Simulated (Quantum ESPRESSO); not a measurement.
# PbS (Galena) (Fm-3m) in Quantum ESPRESSO: convergence with density cutoff

Aim: find how far density cutoff must go before the results for PbS (Galena) settle, at LDA. This setting moves, with any that are tied to it; all else stays.

All numbers are computed with Quantum ESPRESSO 7.5; they aren't measurements. Logs are shortened: lines on timing, memory, paths and dates and some standing lists are left out, and cuts for length are marked.

### Step 1. The structure

The structure is cubic, space group Fm-3m (No. 225). Conventional cell: a = 5.931 Å, b = 5.931 Å, c = 5.931 Å, α = 90.00°, β = 90.00°, γ = 90.00°. Pb (site symmetry m-3m) is surrounded by 6 S at 2.97 Å. S (site symmetry m-3m) has 6 Pb at 2.97 Å as nearest neighbours.

### Step 2. With density cutoff 180 Ry

Input file pw.in:

```
&CONTROL
  calculation = 'scf'
  prefix = 'pwscf'
  outdir = './tmp'
  pseudo_dir = './pseudo'
  tprnfor = .true.
  tstress = .true.
  disk_io = 'nowf'
/
&SYSTEM
  ibrav = 0
  nat = 2
  ntyp = 2
  ecutwfc = 45
  ecutrho = 180
  nbnd = 16
  occupations = 'smearing'
  smearing = 'fd'
  degauss = 0.00367493
/
&ELECTRONS
  conv_thr = 4d-10
  electron_maxstep = 120
  mixing_beta = 0.5
/
ATOMIC_SPECIES
Pb   207.2000 pb_lda_v1.uspp.F.UPF
S     32.0600 s_lda_v1.4.uspp.F.UPF
CELL_PARAMETERS angstrom
   0.0000000000    2.9657500000    2.9657500000
   2.9657500000    0.0000000000    2.9657500000
   2.9657500000    2.9657500000    0.0000000000
ATOMIC_POSITIONS crystal
Pb     0.0000000000    0.0000000000    0.0000000000
S      0.5000000000    0.5000000000    0.5000000000
K_POINTS automatic
8 8 8 0 0 0
```

Potentials or basis: GBRV 1.5 LDA.

Command:

```bash
$ OMP_NUM_THREADS=1 pw.x -in pw.in > pw.out
```

pw.out:

```text
This program is part of the open-source Quantum ESPRESSO suite
     for quantum simulation of materials; please cite
[... 6 lines left out ...]
     using ibrav=0 with symmetry is DISCOURAGED, use correct ibrav instead

     G-vector sticks info
     --------------------
     sticks:   dense  smooth     PW     G-vecs:    dense   smooth      PW
     Sum         769     769    241                14331    14331    2421

     Using Slab Decomposition

     bravais-lattice index     =            0
     lattice parameter (alat)  =       7.9259  a.u.
     unit-cell volume          =     352.0710 (a.u.)^3
     number of atoms/cell      =            2
     number of atomic types    =            2
     number of electrons       =        20.00
     number of Kohn-Sham states=           16
     kinetic-energy cutoff     =      45.0000  Ry
     charge density cutoff     =     180.0000  Ry
     scf convergence threshold =      4.0E-10
     mixing beta               =       0.5000
     number of iterations used =            8  plain     mixing
     Exchange-correlation=  SLA  PZ   NOGX NOGC
                           (   1   1   0   0   0   0   0)

     celldm(1)=   7.925897  celldm(2)=   0.000000  celldm(3)=   0.000000
     celldm(4)=   0.000000  celldm(5)=   0.000000  celldm(6)=   0.000000

     crystal axes: (cart. coord. in units of alat)
               a(1) = (   0.000000   0.707107   0.707107 )
               a(2) = (   0.707107   0.000000   0.707107 )
               a(3) = (   0.707107   0.707107   0.000000 )

     reciprocal axes: (cart. coord. in units 2 pi/alat)
               b(1) = ( -0.707107  0.707107  0.707107 )
               b(2) = (  0.707107 -0.707107  0.707107 )
               b(3) = (  0.707107  0.707107 -0.707107 )

     PseudoPot. # 1 for Pb read from file:
     pb_lda_v1.uspp.F.UPF
     Pseudo is Ultrasoft + core correction, Zval = 14.0
     Generated by new atomic code, or converted to UPF format
     Using radial grid of  899 points,  6 beta functions with:
                l(1) =   0
                l(2) =   0
                l(3) =   1
                l(4) =   1
                l(5) =   2
                l(6) =   2
     Q(r) pseudized with  6 coefficients,  rinner =    1.000   1.000   1.000
[... 78 lines left out ...]
     Diagonalizing with lowered threshold

     Davidson diagonalization with overlap
     ethr =  5.69E-04,  avg # of iterations =  1.2

     negative rho (up, down):  1.678E-02 0.000E+00
[... 89 lines left out ...]
     iteration #  9     ecut=    45.00 Ry     beta= 0.50
     Davidson diagonalization with overlap
     ethr =  7.74E-12,  avg # of iterations =  4.2

     negative rho (up, down):  1.707E-02 0.000E+00

     End of self-consistent calculation

          k = 0.0000 0.0000 0.0000 (  1807 PWs)   bands (ev):

    -8.4109  -8.4109  -8.4109  -8.4005  -8.4005  -5.2667   2.1733   6.1610
     6.1610   6.1610  13.3739  13.3739  13.3739  14.9442  14.9442  14.9442
[... 93 lines left out ...]
    -8.5174  -8.4144  -8.3931  -8.3657  -8.3562  -3.5403   0.1996   3.4926
     5.3700   5.7903  11.5330  12.3322  13.2609  14.4066  15.7147  18.4561

          k =-0.7071 0.0000 0.0000 (  1772 PWs)   bands (ev):

    -8.5584  -8.4375  -8.3739  -8.3477  -8.3477  -3.5378   0.9723   3.0674
     4.8605   4.8605  12.0508  13.7770  13.8673  13.8673  15.7118  19.3596

          k = 0.3536 0.1768 0.0000 (  1797 PWs)   bands (ev):
[... 26 lines left out ...]
    -8.4898  -8.4080  -8.3932  -8.3869  -8.3582  -3.6504  -0.0172   4.0534
     4.8994   7.2723  10.0679  12.1443  12.7459  15.7128  16.3414  16.4033

          k =-0.7071 0.1768-0.0000 (  1790 PWs)   bands (ev):

    -8.5377  -8.4250  -8.3845  -8.3616  -8.3477  -3.5146   0.5587   3.2815
     4.5307   5.8978  12.1848  12.2945  13.4975  14.5537  15.7129  18.6740

          k =-0.7071 0.3536 0.0000 (  1768 PWs)   bands (ev):

    -8.5130  -8.3989  -8.3940  -8.3940  -8.3477  -3.4897   0.2305   3.8519
     3.8519   7.3027  10.3580  12.8744  12.8744  15.7139  16.3439  16.3439

     the Fermi energy is     8.4050 ev

!    total energy              =    -188.19735468 Ry
     estimated scf accuracy    <          1.7E-10 Ry
     smearing contrib. (-TS)   =      -0.00003394 Ry
     internal energy E=F+TS    =    -188.19732074 Ry

     The total energy is F=E-TS. E is the sum of the following terms:
     one-electron contribution =     -36.90875408 Ry
     hartree contribution      =      31.43496658 Ry
     xc contribution           =     -71.49388918 Ry
     ewald contribution        =    -111.22964406 Ry

     convergence has been achieved in   9 iterations

     negative rho (up, down):  1.707E-02 0.000E+00

     Forces acting on atoms (cartesian axes, Ry/au):

     atom    1 type  1   force =    -0.00000000   -0.00000000    0.00000000
     atom    2 type  2   force =     0.00000000    0.00000000   -0.00000000

     Total force =     0.000000     Total SCF correction =     0.000000

     Computing stress (Cartesian axis) and pressure

     negative rho (up, down):  1.707E-02 0.000E+00
          total   stress  (Ry/bohr**3)                   (kbar)     P=      -27.84
  -0.00018928  -0.00000000   0.00000000          -27.84       -0.00        0.00
  -0.00000000  -0.00018928  -0.00000000           -0.00      -27.84       -0.00
  -0.00000000   0.00000000  -0.00018928           -0.00        0.00      -27.84

=------------------------------------------------------------------------------=
   JOB DONE.
=------------------------------------------------------------------------------=
```

Run time: 13 s. Hardware: 1 thread of Intel Xeon Platinum 8488C (Sapphire Rapids), shared host; peak memory 0.1 GiB.

What came out:

```yaml
Free_energy: -2560.5555 eV
Pressure: -2.8 GPa
Band_gap_on_the_k_mesh: 0.24 eV, direct
```

### Step 3. With density cutoff 225 Ry

pw.in, as its differences from that of step 2:

```diff
@@ -14,3 +14,3 @@
   ecutwfc = 45
-  ecutrho = 180
+  ecutrho = 225
   nbnd = 16
```

Potentials or basis: GBRV 1.5 LDA.

Command:

```bash
$ OMP_NUM_THREADS=1 pw.x -in pw.in > pw.out
```

Run time: 15 s. Hardware: 1 thread of Intel Xeon Platinum 8488C (Sapphire Rapids), shared host; peak memory 0.12 GiB.

What came out:

- Free energy: -2560.5553 eV
- Pressure: -2.8 GPa
- Band gap on the k mesh: 0.24 eV, direct

### Step 4. With density cutoff 270 Ry

pw.in, as its differences from that of step 3:

```diff
@@ -14,3 +14,3 @@
   ecutwfc = 45
-  ecutrho = 225
+  ecutrho = 270
   nbnd = 16
```

Command:

```bash
$ OMP_NUM_THREADS=1 pw.x -in pw.in > pw.out
```

Run time: 17 s. Hardware: 1 thread of Intel Xeon Platinum 8488C (Sapphire Rapids), shared host; peak memory 0.14 GiB.

Results:

- Free energy: -2560.5552 eV
- Pressure: -2.8 GPa
- Band gap on the k mesh: 0.24 eV, direct

### Step 5. With density cutoff 315 Ry

pw.in, as its differences from that of step 4:

```diff
@@ -14,3 +14,3 @@
   ecutwfc = 45
-  ecutrho = 270
+  ecutrho = 315
   nbnd = 16
```

Command:

```bash
$ OMP_NUM_THREADS=1 pw.x -in pw.in > pw.out
```

It took 19 s on 1 thread of Intel Xeon Platinum 8488C (Sapphire Rapids), shared host; peak memory 0.16 GiB.

What came out:

* Free energy: -2560.5552 eV
* Pressure: -2.8 GPa
* Band gap on the k mesh: 0.24 eV, direct

### Step 6. With density cutoff 360 Ry

pw.in, as its differences from that of step 5:

```diff
@@ -14,3 +14,3 @@
   ecutwfc = 45
-  ecutrho = 315
+  ecutrho = 360
   nbnd = 16
```

Potentials or basis: GBRV 1.5 LDA.

Command:

```bash
$ OMP_NUM_THREADS=1 pw.x -in pw.in > pw.out
```

Wall time 20 s (1 thread of Intel Xeon Platinum 8488C (Sapphire Rapids), shared host); peak memory 0.19 GiB.

Results (log left out):

| Item | Value |
| --- | --- |
| Free energy | -2560.5552 eV |
| Pressure | -2.8 GPa |
| Band gap on the k mesh | 0.24 eV, direct |

### Step 7. With density cutoff 450 Ry

pw.in, as its differences from that of step 6:

```diff
@@ -14,3 +14,3 @@
   ecutwfc = 45
-  ecutrho = 360
+  ecutrho = 450
   nbnd = 16
```

Command:

```bash
$ OMP_NUM_THREADS=1 pw.x -in pw.in > pw.out
```

Run time: 22 s. Hardware: 1 thread of Intel Xeon Platinum 8488C (Sapphire Rapids), shared host; peak memory 0.25 GiB.

It converged, with:

```yaml
Free_energy: -2560.5552 eV
Pressure: -2.8 GPa
Band_gap_on_the_k_mesh: 0.24 eV, direct
```

### Step 8. With density cutoff 540 Ry

pw.in, as its differences from that of step 7:

```diff
@@ -14,3 +14,3 @@
   ecutwfc = 45
-  ecutrho = 450
+  ecutrho = 540
   nbnd = 16
```

Command:

```bash
$ OMP_NUM_THREADS=1 pw.x -in pw.in > pw.out
```

Wall time 25 s (1 thread of Intel Xeon Platinum 8488C (Sapphire Rapids), shared host); peak memory 0.31 GiB.

It converged, with:

* Free energy: -2560.5553 eV
* Pressure: -2.8 GPa
* Band gap on the k mesh: 0.24 eV, direct

### Step 9. With density cutoff 720 Ry

pw.in, as its differences from that of step 8:

```diff
@@ -14,3 +14,3 @@
   ecutwfc = 45
-  ecutrho = 540
+  ecutrho = 720
   nbnd = 16
```

Potentials or basis: GBRV 1.5 LDA.

Command:

```bash
$ OMP_NUM_THREADS=1 pw.x -in pw.in > pw.out
```

Wall time 34 s (1 thread of Intel Xeon Platinum 8488C (Sapphire Rapids), shared host); peak memory 0.46 GiB.

Results (log left out):

```yaml
Free_energy: -2560.5552 eV
Pressure: -2.8 GPa
Band_gap_on_the_k_mesh: 0.24 eV, direct
```

### Step 10. Summary

| density cutoff | energy less the tightest run, at zero smearing (meV/atom) | SCF cycles | CPU time (s) | peak memory (GiB) |
| --- | --- | --- | --- | --- |
| 180 Ry | -0.11 | 9 | 13 | 0.1 |
| 225 Ry | -0.01 | 9 | 15 | 0.12 |
| 270 Ry | 0.03 | 9 | 17 | 0.14 |
| 315 Ry | 0.01 | 9 | 19 | 0.16 |
| 360 Ry | 0.03 | 9 | 20 | 0.19 |
| 450 Ry | 0.03 | 9 | 22 | 0.25 |
| 540 Ry | -0.01 | 9 | 25 | 0.31 |
| 720 Ry | 0.00 | 9 | 34 | 0.46 |

Against the tightest run, the energy stays within 1 meV/atom from 180 Ry on. The tightest run that finished is the yardstick and may itself not be fully converged.

Caveats: spin-orbit coupling is left out, which as a rule narrows the gap of such compounds by several tenths of an eV.
